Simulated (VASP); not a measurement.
# BP (zincblende), PBE single-point calculation: VASP's output and Ansatz's

POSCAR

```
B  P
 1.0000000000000000
     0.0000000000000000    2.2683156689213848    2.2683156689213848
     2.2683156689213848    0.0000000000000000    2.2683156689213848
     2.2683156689213848    2.2683156689213848    0.0000000000000000
 B   P
   1   1
Cartesian
  0.0000000000000000  0.0000000000000000  0.0000000000000000
  1.1341578344606922  1.1341578344606922  1.1341578344606922
```

VASP ran with the recommended PBE PAW datasets (8 valence electrons in the cell).

From OUTCAR

```
k-points           NKPTS =     47   k-points in BZ     NKDIM =     47   number of bands    NBANDS=     11

   NELECT =       8.0000    total number of electrons

   dimension x,y,z NGX =    24 NGY =   24 NGZ =   24
   dimension x,y,z NGXF=    48 NGYF=   48 NGZF=   48

  energy-cutoff  :      520.00
  volume of cell :       23.34
      direct lattice vectors                 reciprocal lattice vectors
     0.000000000  2.268315669  2.268315669    -0.220427874  0.220427874  0.220427874
     2.268315669  0.000000000  2.268315669     0.220427874 -0.220427874  0.220427874
     2.268315669  2.268315669  0.000000000     0.220427874  0.220427874 -0.220427874

 k-points in reciprocal lattice and weights: KPOINTS created by Atomic Simulation Env
   0.00000000  0.00000000  0.00000000       0.001
   0.10000000  0.00000000  0.00000000       0.008
   0.20000000  0.00000000  0.00000000       0.008
   0.30000000  0.00000000  0.00000000       0.008
   0.40000000  0.00000000  0.00000000       0.008
   0.50000000  0.00000000  0.00000000       0.004
   0.10000000  0.10000000  0.00000000       0.006
   0.20000000  0.10000000  0.00000000       0.024
   ...

 E-fermi :   7.8267

 k-point     1 :       0.0000    0.0000    0.0000
  band No.  band energies     occupation
      1      -8.0250      2.00000
      2       7.4436      2.00000
      3       7.4436      2.00000
      4       7.4436      2.00000
      5      10.8456      0.00000
      6      10.8456      0.00000
      7      10.8456      0.00000
      8      14.8316      0.00000
      9      18.9626      0.00000
     10      19.5748      0.00000
     11      19.5748      0.00000

 k-point     2 :       0.1000    0.0000    0.0000
  band No.  band energies     occupation
      1      -7.8446      2.00000
      2       6.1409      2.00000
      3       7.1485      2.00000
      4       7.1485      2.00000
      5      11.2541      0.00000
      6      11.2541      0.00000
      7      11.2832      0.00000
      8      15.3517      0.00000
      9      18.8902      0.00000
     10      18.8902      0.00000
     11      19.5318      0.00000

 k-point     3 :       0.2000    0.0000    0.0000
  band No.  band energies     occupation
      1      -7.3106      2.00000
      2       3.7979      2.00000
      3       6.5890      2.00000
      4       6.5890      2.00000
      5      11.4825      0.00000
      6      11.9742      0.00000
      7      11.9742      0.00000
      8      16.5221      0.00000
      9      18.2890      0.00000
     10      18.2890      0.00000
     11      20.3922      0.00000

 k-point     4 :       0.3000    0.0000    0.0000
  band No.  band energies     occupation
      1      -6.4528      2.00000
      2       1.4370      2.00000
      3       6.0997      2.00000
      4       6.0997      2.00000
      5      11.3897      0.00000
      6      12.3031      0.00000
      7      12.3031      0.00000
      8      17.4292      0.00000
      9      18.8669      0.00000
     10      18.8669      0.00000
     11      20.6564      0.00000

 k-point     5 :       0.4000    0.0000    0.0000
  band No.  band energies     occupation
      1      -5.3845      2.00000
      2      -0.5850      2.00000
      3       5.7896      2.00000
      4       5.7896      2.00000
      5      11.2751      0.00000
      6      12.2332      0.00000
      7      12.2332      0.00000
      8      17.6115      0.00000
      9      20.5607      0.00000
     10      20.5607      0.00000
     11      21.5526      0.00000

 k-point     6 :       0.5000    0.0000    0.0000
  band No.  band energies     occupation
      1      -4.6979      2.00000
      2      -1.5963      2.00000
      3       5.6848      2.00000
      4       5.6848      2.00000
      5      11.2304      0.00000
      6      12.1577      0.00000
      7      12.1577      0.00000
      8      17.5735      0.00000
      9      22.0753      0.00000
     10      22.0753      0.00000
     11      22.2813      0.00000

 k-point     7 :       0.1000    0.1000    0.0000
  band No.  band energies     occupation
      1      -7.7844      2.00000
      2       6.5992      2.00000
      3       6.5992      2.00000
      4       6.6547      2.00000
      5      10.4139      0.00000
      6      11.9564      0.00000
      7      11.9564      0.00000
      8      15.1933      0.00000
      9      18.0241      0.00000
     10      19.7466      0.00000
     11      19.8354      0.00000

 k-point     8 :       0.2000    0.1000    0.0000
  band No.  band energies     occupation
      1      -7.3676      2.00000
      2       4.6053      2.00000
      3       5.9692      2.00000
      4       6.4356      2.00000
      5      10.5794      0.00000
      6      12.5718      0.00000
      7      12.8604      0.00000
      8      15.1190      0.00000
      9      18.0741      0.00000
     10      19.6549      0.00000
     11      20.7585      0.00000

 ...

  Total        0.1527805      0.1527805      0.1527805      0.0000000     -0.0000000      0.0000000
  in kB       10.4866794     10.4866794     10.4866794      0.0000000     -0.0000000      0.0000000
  external PRESSURE =      10.4866794 kB  Pullay stress =       0.0000000 kB

 POSITION                                       TOTAL-FORCE (eV/Angst)
 -----------------------------------------------------------------------------------
      0.00000      0.00000      0.00000         0.000000      0.000000      0.000000
      1.13416      1.13416      1.13416        -0.000000     -0.000000     -0.000000
 -----------------------------------------------------------------------------------
    total drift:                                0.000000      0.000000      0.000000

  FREE ENERGIE OF THE ION-ELECTRON SYSTEM (eV)
  ---------------------------------------------------
  free  energy   TOTEN  =       -12.9303475495 eV

  energy  without entropy=      -12.9303475495  energy(sigma->0) =      -12.93034755
```

The two codes use different PAW datasets and cutoffs. VASP's cell holds 8 valence electrons and Ansatz's 8. Ansatz's stress includes a Pulay correction; VASP's doesn't.

**Question.** What does Ansatz give for the same cell and level of theory?

**Answer.** gap between bands v and c 1.24 eV; least direct gap 3.41 eV; pressure 1.3 GPa.

Ansatz printed

```
SCF 1 converged in 6 iterations: F = -912.446275 eV  dr2 = 3.68e-8
  greatest PAW one-centre occupation: 0.774 electrons in one spin orbital (limit 2), on the P atom at site 1 (counted from 0), in its partial waves of l = 0
NSCF: frozen V_eff on 7 k-points
SCF converged after 6 iterations
Free energy (F): -912.446275 eV
Harris-Foulkes:  -912.446275 eV  (|F-HF|=2.65e-8)
Internal energy: -912.446275 eV  (E = F + TS)
E sigma→0 (E₀):  -912.446275 eV
Fermi energy:    9.890786 eV
--- Per-component energies (eV) ---
  E_band       = 22.252148
  E_kinetic    = 121.741679
  E_local      = -67.843377  (includes V_loc(G=0)·N_el)
  E_nonlocal   = 45.031989
  E_hartree    = 17.041107
  E_xc         = -94.874461
  E_vxc        = -100.551234  (∫ρ·V_xc dr)
  E_paw        = -647.965564  (= ΣΔE_a)
  E_vpaw       = -10.209404  (= ΣTr[D̂ρ^β])
  E_aug_tail   = 0.000001  (compensation charges beyond the density's cutoff)
  E_ewald      = -285.577648
  E_smearing   = -0.000000  (= −TS)
  E_closure    = -0.000000  (closes the sum)
  Σ components = -912.446275   (vs F -912.446275, Δ=0.00e0)
--- Forces (eV/Å), atoms counted from 1 ---
  atom   1  B      0.00000000     0.00000000    -0.00000000
  atom   2  P     -0.00000000    -0.00000000    -0.00000000
  max |Σ_I F_I| component: 2.22e-16 eV/Å
--- Stress (GPa, compression-positive) ---
        1.282902       0.000000       0.000000
        0.000000       1.282902       0.000000
       -0.000000       0.000000       1.282902
  P = ⅓ Tr σ = 1.2829 GPa (12.829 kbar)
--- Band table (eV; the first three rows and the last of 47) ---
  k-point 0: bands = ["-6.1882", "9.2767", "9.2767", "9.2767", "12.6820", "12.6820", "12.6820", "16.6621"]
  k-point 1: bands = ["-6.0080", "7.9761", "8.9824", "8.9824", "13.0890", "13.0890", "13.1161", "17.1826"]
  k-point 2: bands = ["-5.4742", "5.6342", "8.4236", "8.4236", "13.3123", "13.8062", "13.8062", "18.3526"]
  k-point 46: bands = ["-1.0842", "1.1480", "3.7455", "3.9149", "13.8792", "14.6867", "17.5069", "17.9528"]
```
